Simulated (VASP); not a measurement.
# Ru (P6_3/mmc) in VASP: notebook, part 2 of 2

VASP 6.6.1. Earlier steps stand in the parts before.

## Step 5: Single point, PBEsol (grid = ENCUT=460 dk=0.35 cell=3x3x2 ISMEAR=1 SIGMA=0.1 LREAL=Auto EDIFF=1e-06)

Input file INCAR:

```
PREC = Accurate ; ENCUT = 460
EDIFF = 1E-6 ; ISMEAR = 1
SIGMA = 0.1 ; LREAL = Auto
LASPH = T ; NELM = 120
ALGO = Fast ; ISIF = 2
LWAVE = F ; LCHARG = F
GGA = PS ; NBANDS = 288
NCORE = 1 ; KPAR = 2
```

Input file KPOINTS:

```
Automatic mesh
0
Gamma
  3 3 3
```

Input file POSCAR:

```
Ru
1.0
    8.1174000000      0.0000000000      0.0000000000
   -4.0587000000      7.0298746128      0.0000000000
    0.0000000000      0.0000000000      8.5638000000
Ru
36
Direct
    0.2222222222      0.1111111111      0.3750000000
    0.2222222222      0.1111111111      0.8750000000
    0.2222222222      0.4444444444      0.3750000000
    0.2222222222      0.4444444444      0.8750000000
    0.2222222222      0.7777777778      0.3750000000
    0.2222222222      0.7777777778      0.8750000000
    0.5555555556      0.1111111111      0.3750000000
    0.5555555556      0.1111111111      0.8750000000
    0.5555555556      0.4444444444      0.3750000000
    0.5555555556      0.4444444444      0.8750000000
    0.5555555556      0.7777777778      0.3750000000
    0.5555555556      0.7777777778      0.8750000000
    0.8888888889      0.1111111111      0.3750000000
    0.8888888889      0.1111111111      0.8750000000
    0.8888888889      0.4444444444      0.3750000000
    0.8888888889      0.4444444444      0.8750000000
    0.8888888889      0.7777777778      0.3750000000
    0.8888888889      0.7777777778      0.8750000000
    0.1111111111      0.2222222222      0.1250000000
    0.1111111111      0.2222222222      0.6250000000
    0.1111111111      0.5555555556      0.1250000000
    0.1111111111      0.5555555556      0.6250000000
    0.1111111111      0.8888888889      0.1250000000
    0.1111111111      0.8888888889      0.6250000000
    0.4444444444      0.2222222222      0.1250000000
    0.4444444444      0.2222222222      0.6250000000
    0.4444444444      0.5555555556      0.1250000000
    0.4444444444      0.5555555556      0.6250000000
    0.4444444444      0.8888888889      0.1250000000
    0.4444444444      0.8888888889      0.6250000000
    0.7777777778      0.2222222222      0.1250000000
    0.7777777778      0.2222222222      0.6250000000
    0.7777777778      0.5555555556      0.1250000000
    0.7777777778      0.5555555556      0.6250000000
    0.7777777778      0.8888888889      0.1250000000
    0.7777777778      0.8888888889      0.6250000000
```

Potentials or basis: VASP PAW PBE potentials, release 64 (Ru_pv).

Launch:

```sh
$ cat potpaw_PBE.64/Ru_pv/POTCAR > POTCAR
$ mpirun -np 4 vasp_std > vasp.out
```

OUTCAR:

```text
PREC = Accurate
   ENCUT = 460
   EDIFF = 1E-6
   ISMEAR = 1
   LREAL = Auto
   LASPH = T
   NELM = 120
   ISIF = 2
   GGA = PS

 Found      6 irreducible k-points:

 Following reciprocal coordinates:
            Coordinates               Weight
  0.000000  0.000000  0.000000      1.000000
  0.333333  0.000000  0.000000      6.000000
  0.333333  0.333333  0.000000      2.000000
  0.000000  0.000000  0.333333      2.000000
  0.333333  0.000000  0.333333     12.000000
  0.333333  0.333333  0.333333      4.000000
   k-points           NKPTS =      6   k-points in BZ     NKDIM =      6   number of bands    NBANDS=    288
   number of dos      NEDOS =    301   number of ions     NIONS =     36
   total plane-waves  NPLWV = 216000
   dimension x,y,z NGX =    60 NGY =   60 NGZ =   60
   dimension x,y,z NGXF=   120 NGYF=  120 NGZF=  120
   ions per type =              36
   NGX,Y,Z   is equivalent  to a cutoff of  12.29, 12.29, 11.65 a.u.
   NGXF,Y,Z  is equivalent  to a cutoff of  24.58, 24.58, 23.30 a.u.
 SYSTEM =  unknown system
   PREC   = accura    normal or accurate (medium, high low for compatibility)
   ISTART =      0    job   : 0-new  1-cont  2-samecut
   ICHARG =      2    charge: 1-file 2-atom 10-const
   ISPIN  =      1    spin polarized calculation?
   LNONCOLLINEAR =      F non collinear calculations
   LSORBIT =      F    spin-orbit coupling
   LASPH  =      T    aspherical Exc in radial PAW
   ENCUT  =  460.0 eV  33.81 Ry    5.81 a.u.  14.20 14.20 14.98*2*pi/ulx,y,z
   NELM   =    120;   NELMIN=  2; NELMDL= -5     # of ELM steps
   EDIFF  = 0.1E-05   stopping-criterion for ELM
   LREAL  =      T    real-space projection
   EDIFFG = 0.1E-04   stopping-criterion for IOM
   NSW    =      0    number of steps for IOM
   IBRION =     -1    ionic relax: 0-MD 1-quasi-New 2-CG
   NFREE  =      0    steps in history (QN), initial steepest desc. (CG)
   ISIF   =      2    stress and relaxation
   ISYM   =      2    0-nonsym 1-usesym 2-fastsym
   POTIM  = 0.5000    time-step for ionic-motion
   TEBEG  =    0.0;   TEEND  =   0.0 temperature during run
   PSTRESS=    0.0 pullay stress
   NELECT =     504.0000    total number of electrons
   NUPDOWN=      -1.0000    fix difference up-down
   EMIN   =  10.00;   EMAX   =-10.00  energy-range for DOS
   EFERMI =   0.00;   METHOD = LEGACY
   ISMEAR =     1;   SIGMA  =   0.10  broadening in eV -4-tet -1-fermi 0-gaus
   EFERMI_NEDOS =   21; number of points for ismear=-14 and -15
   IALGO  =     68    algorithm
   IMIX   =      4    mixing-type and parameters
     AMIX     =   0.40;   BMIX     =  1.00
     AMIX_MAG =   1.60;   BMIX_MAG =  1.00
  volume/ion in A,a.u.               =      13.57        91.61
  Fermi-wavevector in a.u.,A,eV,Ry     =   1.654022  3.125649 37.222674  2.735789
  Thomas-Fermi vector in A             =   2.742361
   LORBIT       =      0    0 simple, 1 ext, 2 COOP (PROOUT), +10 PAW based schemes
   GGA     = PS    functional components
   LHFCALC =     F    Hartree Fock is set to
   AEXX    =    0.0000 exact exchange contribution
   IVDW    =     0    specifies the selected vdW correction
   LEPSILON=     F    determine dielectric tensor
   LRPA    =     F    only Hartree local field effects (RPA)
 non-spin polarized calculation
 RMM-DIIS sequential band-by-band and
 Methfessel and Paxton  Order N= 1 SIGMA  =   0.10
  energy-cutoff  :      460.00
  volume of cell :      488.69
 maximum number of plane-waves:     10967
 NGX is ok and might be reduce to    60
   NGX = 29   NGY = 29   NGZ = 29

 number of electron     504.0000116 magnetization

 Free energy of the ion-electron system (eV)
  ---------------------------------------------------
  ext. energy  EPLUGINS =         0.00000000
  ---------------------------------------------------
  free energy    TOTEN  =      -366.31942166 eV

  energy without entropy =     -366.34432138  energy(sigma->0) =     -366.32772156

 E-fermi :  12.7764     XC(G=0): -14.2822

 val. band max:       12.7740561565   @ k =   0.3333   0.3333   0.3333
 cond. band min:      12.8540314803   @ k =   0.3333   0.0000   0.3333
 fundamental gap:      0.0799753238
 Fermi energy:        12.7763846088

 k-point     1 :       0.0000    0.0000    0.0000
  band No.  band energies     occupation
      1     -30.8923      2.00000
      2     -30.6596      2.00000
      3     -30.6596      2.00000
      4     -30.6596      2.00000
      5     -30.6596      2.00000
      6     -30.6454      2.00000
[... 256 lines left out ...]
    263      13.3638     -0.00000
    264      13.3638     -0.00000

 k-point     2 :       0.3333    0.0000    0.0000
  band No.  band energies     occupation
      1     -30.8504      2.00000
      2     -30.7819      2.00000
      3     -30.7819      2.00000
      4     -30.7349      2.00000
      5     -30.7117      2.00000
      6     -30.7117      2.00000
[... 256 lines left out ...]
    263      13.4190     -0.00000
    264      13.5531     -0.00000

 k-point     3 :       0.3333    0.3333    0.0000
  band No.  band energies     occupation
      1     -30.7743      2.00000
      2     -30.7743      2.00000
      3     -30.7743      2.00000
      4     -30.7743      2.00000
      5     -30.7743      2.00000
      6     -30.7743      2.00000
[... 256 lines left out ...]
    263      13.8904     -0.00000
    264      13.8919     -0.00000

 k-point     4 :       0.0000    0.0000    0.3333
  band No.  band energies     occupation
      1     -30.8190      2.00000
      2     -30.6934      2.00000
      3     -30.6934      2.00000
      4     -30.6934      2.00000
      5     -30.6934      2.00000
      6     -30.6934      2.00000
[... 256 lines left out ...]
    263      13.2345     -0.00000
    264      13.2346     -0.00000

 k-point     5 :       0.3333    0.0000    0.3333
  band No.  band energies     occupation
      1     -30.8047      2.00000
      2     -30.7852      2.00000
      3     -30.7545      2.00000
      4     -30.7349      2.00000
      5     -30.7349      2.00000
      6     -30.7009      2.00000
[... 256 lines left out ...]
    263      13.2948     -0.00000
    264      13.2949     -0.00000

 k-point     6 :       0.3333    0.3333    0.3333
  band No.  band energies     occupation
      1     -30.7913      2.00000
      2     -30.7913      2.00000
      3     -30.7913      2.00000
      4     -30.7420      2.00000
      5     -30.7420      2.00000
      6     -30.7420      2.00000
[... 256 lines left out ...]
    263      13.5072     -0.00000
    264      13.5072     -0.00000
 [bands above 264 left out]

------------------------ aborting loop because EDIFF is reached ----------------------------------------

  FORCE on cell =-STRESS in cart. coord.  units (eV):
  Direction    XX          YY          ZZ          XY          YZ          ZX
  --------------------------------------------------------------------------------------
  -------------------------------------------------------------------------------------
  Total      -19.9360374    -19.9360374    -21.7719930     -0.0000000      0.0000000      0.0000000
  in kB      -65.3609535    -65.3609535    -71.3801944     -0.0000000      0.0000000      0.0000000
  external PRESSURE =     -67.3673671 kB  Pullay stress =       0.0000000 kB

 VOLUME and BASIS-vectors are now :
 -----------------------------------------------------------------------------
  energy-cutoff  :      460.00
  volume of cell :      488.69
      direct lattice vectors                 reciprocal lattice vectors
     8.117400000  0.000000000  0.000000000     0.123192155  0.071125024  0.000000000
    -4.058700000  7.029874613  0.000000000     0.000000000  0.142250048  0.000000000
     0.000000000  0.000000000  8.563800000     0.000000000  0.000000000  0.116770592

 POSITION                                       TOTAL-FORCE (eV/Angst)
 -----------------------------------------------------------------------------------
      1.35290      0.78110      3.21143        -0.000000     -0.000000      0.000000
      1.35290      0.78110      7.49333        -0.000000      0.000000     -0.000000
      0.00000      3.12439      3.21143        -0.000000      0.000000      0.000000
      0.00000      3.12439      7.49333        -0.000000     -0.000000     -0.000000
     -1.35290      5.46768      3.21143        -0.000000     -0.000000      0.000000
     -1.35290      5.46768      7.49333        -0.000000     -0.000000      0.000000
[... 28 lines left out ...]
      2.70580      6.24878      1.07048         0.000000     -0.000000      0.000000
      2.70580      6.24878      5.35238         0.000000      0.000000      0.000000
 -----------------------------------------------------------------------------------
    total drift:                                0.000000      0.000000      0.000000

  FREE ENERGIE OF THE ION-ELECTRON SYSTEM (eV)
  ---------------------------------------------------
  free  energy   TOTEN  =      -366.3194216560 eV

  energy  without entropy=     -366.3443213760  energy(sigma->0) =     -366.32772156
```

Run time: 5.7 min. Hardware: 4 MPI ranks of Intel Xeon Platinum 8375C at 2.90GHz (Ice Lake), shared host; peak memory 0.5 GiB.

The run converged, but some of its settings lie outside the range that counts as converged, so its numbers aren't taken as properties of the crystal.

What came out:

| Property | Result |
| --- | --- |
| Free energy | -366.3194 eV |
| Pressure | -6.7 GPa |
| Band gap on the k mesh | none (metal or under the smearing width) |

Caveat: the PAW data sets were made with another functional, which shifts forces and pressure a little.

## Step 6: Single point, PBEsol (grid = ENCUT=650 dk=0.35 cell=3x3x2 ISMEAR=1 SIGMA=0.1 LREAL=Auto EDIFF=1e-06)

Edit INCAR of step 5 so:

```diff
@@ -1,2 +1,2 @@
-PREC = Accurate ; ENCUT = 460
+PREC = Accurate ; ENCUT = 650
 EDIFF = 1E-6 ; ISMEAR = 1
```

KPOINTS is that of step 5.

POSCAR is that of step 5.

Potentials or basis: VASP PAW PBE potentials, release 64 (Ru_pv).

Launch:

```sh
$ cat potpaw_PBE.64/Ru_pv/POTCAR > POTCAR
$ mpirun -np 4 vasp_std > vasp.out
```

OUTCAR:

```text
PREC = Accurate
   ENCUT = 650
   EDIFF = 1E-6
   ISMEAR = 1
   LREAL = Auto
   LASPH = T
   NELM = 120
   ISIF = 2
   GGA = PS

 Found      6 irreducible k-points:

 Following reciprocal coordinates:
            Coordinates               Weight
  0.000000  0.000000  0.000000      1.000000
  0.333333  0.000000  0.000000      6.000000
  0.333333  0.333333  0.000000      2.000000
  0.000000  0.000000  0.333333      2.000000
  0.333333  0.000000  0.333333     12.000000
  0.333333  0.333333  0.333333      4.000000
   k-points           NKPTS =      6   k-points in BZ     NKDIM =      6   number of bands    NBANDS=    288
   number of dos      NEDOS =    301   number of ions     NIONS =     36
   total plane-waves  NPLWV = 352800
   dimension x,y,z NGX =    70 NGY =   70 NGZ =   72
   dimension x,y,z NGXF=   140 NGYF=  140 NGZF=  144
   ions per type =              36
   NGX,Y,Z   is equivalent  to a cutoff of  14.34, 14.34, 13.98 a.u.
   NGXF,Y,Z  is equivalent  to a cutoff of  28.67, 28.67, 27.95 a.u.
 SYSTEM =  unknown system
   PREC   = accura    normal or accurate (medium, high low for compatibility)
   ISTART =      0    job   : 0-new  1-cont  2-samecut
   ICHARG =      2    charge: 1-file 2-atom 10-const
   ISPIN  =      1    spin polarized calculation?
   LNONCOLLINEAR =      F non collinear calculations
   LSORBIT =      F    spin-orbit coupling
   LASPH  =      T    aspherical Exc in radial PAW
   ENCUT  =  650.0 eV  47.77 Ry    6.91 a.u.  16.87 16.87 17.80*2*pi/ulx,y,z
   NELM   =    120;   NELMIN=  2; NELMDL= -5     # of ELM steps
   EDIFF  = 0.1E-05   stopping-criterion for ELM
   LREAL  =      T    real-space projection
   EDIFFG = 0.1E-04   stopping-criterion for IOM
   NSW    =      0    number of steps for IOM
   IBRION =     -1    ionic relax: 0-MD 1-quasi-New 2-CG
   NFREE  =      0    steps in history (QN), initial steepest desc. (CG)
   ISIF   =      2    stress and relaxation
   ISYM   =      2    0-nonsym 1-usesym 2-fastsym
   POTIM  = 0.5000    time-step for ionic-motion
   TEBEG  =    0.0;   TEEND  =   0.0 temperature during run
[... 15 lines left out ...]
   GGA     = PS    functional components
   LHFCALC =     F    Hartree Fock is set to
   AEXX    =    0.0000 exact exchange contribution
   IVDW    =     0    specifies the selected vdW correction
   LEPSILON=     F    determine dielectric tensor
   LRPA    =     F    only Hartree local field effects (RPA)
 non-spin polarized calculation
 RMM-DIIS sequential band-by-band and
 Methfessel and Paxton  Order N= 1 SIGMA  =   0.10
  energy-cutoff  :      650.00
  volume of cell :      488.69
 maximum number of plane-waves:     18426
 NGX is ok and might be reduce to    70
   NGX = 33   NGY = 33   NGZ = 35

 number of electron     504.0000006 magnetization

 Free energy of the ion-electron system (eV)
  ---------------------------------------------------
  ext. energy  EPLUGINS =         0.00000000
  ---------------------------------------------------
  free energy    TOTEN  =      -366.33101784 eV

  energy without entropy =     -366.35587442  energy(sigma->0) =     -366.33930337

 E-fermi :  12.7757     XC(G=0): -14.2819

 val. band max:       12.7733355171   @ k =   0.3333   0.3333   0.3333
 cond. band min:      12.8532789462   @ k =   0.3333   0.0000   0.3333
 fundamental gap:      0.0799434291
 Fermi energy:        12.7756644584

 k-point     1 :       0.0000    0.0000    0.0000
  band No.  band energies     occupation
      1     -30.8931      2.00000
      2     -30.6604      2.00000
      3     -30.6604      2.00000
      4     -30.6604      2.00000
      5     -30.6604      2.00000
      6     -30.6461      2.00000
[... 1591 lines left out ...]
    263      13.5065     -0.00000
    264      13.5065     -0.00000
 [bands above 264 left out]

------------------------ aborting loop because EDIFF is reached ----------------------------------------

  FORCE on cell =-STRESS in cart. coord.  units (eV):
  Direction    XX          YY          ZZ          XY          YZ          ZX
  --------------------------------------------------------------------------------------
  -------------------------------------------------------------------------------------
  Total      -19.5867635    -19.5867635    -21.1310934     -0.0000000     -0.0000000     -0.0000000
  in kB      -64.2158476    -64.2158476    -69.2789840     -0.0000000     -0.0000000     -0.0000000
  external PRESSURE =     -65.9035597 kB  Pullay stress =       0.0000000 kB

 VOLUME and BASIS-vectors are now :
 -----------------------------------------------------------------------------
  energy-cutoff  :      650.00
  volume of cell :      488.69
      direct lattice vectors                 reciprocal lattice vectors
     8.117400000  0.000000000  0.000000000     0.123192155  0.071125024  0.000000000
    -4.058700000  7.029874613  0.000000000     0.000000000  0.142250048  0.000000000
     0.000000000  0.000000000  8.563800000     0.000000000  0.000000000  0.116770592

 POSITION                                       TOTAL-FORCE (eV/Angst)
 -----------------------------------------------------------------------------------
      1.35290      0.78110      3.21143        -0.000000      0.000000      0.000000
      1.35290      0.78110      7.49333        -0.000000      0.000000     -0.000000
      0.00000      3.12439      3.21143        -0.000000      0.000000      0.000000
      0.00000      3.12439      7.49333         0.000000      0.000000     -0.000000
     -1.35290      5.46768      3.21143        -0.000000     -0.000000      0.000000
     -1.35290      5.46768      7.49333        -0.000000      0.000000      0.000000
[... 28 lines left out ...]
      2.70580      6.24878      1.07048         0.000000     -0.000000     -0.000000
      2.70580      6.24878      5.35238         0.000000     -0.000000     -0.000000
 -----------------------------------------------------------------------------------
    total drift:                                0.000000      0.000000      0.000000

  FREE ENERGIE OF THE ION-ELECTRON SYSTEM (eV)
  ---------------------------------------------------
  free  energy   TOTEN  =      -366.3310178397 eV

  energy  without entropy=     -366.3558744201  energy(sigma->0) =     -366.33930337
```

stdout:

```text
POSCAR found type information on POSCAR Ru
 POSCAR found :  1 types and      36 ions
 scaLAPACK will be used
 -----------------------------------------------------------------------------
|                                                                             |
|                                                                             |
|     You enforced a specific xc type in the INCAR file but a different       |
|     I HOPE YOU KNOW WHAT YOU ARE DOING!                                     |
|                                                                             |
 -----------------------------------------------------------------------------

 LDA part: xc-table for (Slater+PW92), standard interpolation
 POSCAR, INCAR and KPOINTS ok, starting setup
 FFT: planning ... GRIDC
 FFT: planning ... GRID_SOFT
 FFT: planning ... GRID
 WAVECAR not read
 entering main loop
```

Wall time 11 min (4 MPI ranks of Intel Xeon Platinum 8375C at 2.90GHz (Ice Lake), shared host); peak memory 0.75 GiB.

These settings aren't checked as converged: the numbers below hold their error.

What came out:

```
Free energy            : -366.3310 eV
Pressure               : -6.6 GPa
Band gap on the k mesh : none (metal or under the smearing width)
```

Caveat: the PAW data sets were made with another functional, which shifts forces and pressure a little.

## Step 7: For comparison

An earlier run on the cell as given: functional PBE; potentials or basis VASP PAW PBE potentials, release 64 (Ru_pv); cutoff 520 eV; k mesh 11 × 11 × 6; occupations fermi-dirac, width 0.05 eV; no spin polarisation.

- Pressure: 4.5 GPa
- Band gap on the k mesh: none (metal or under the smearing width)
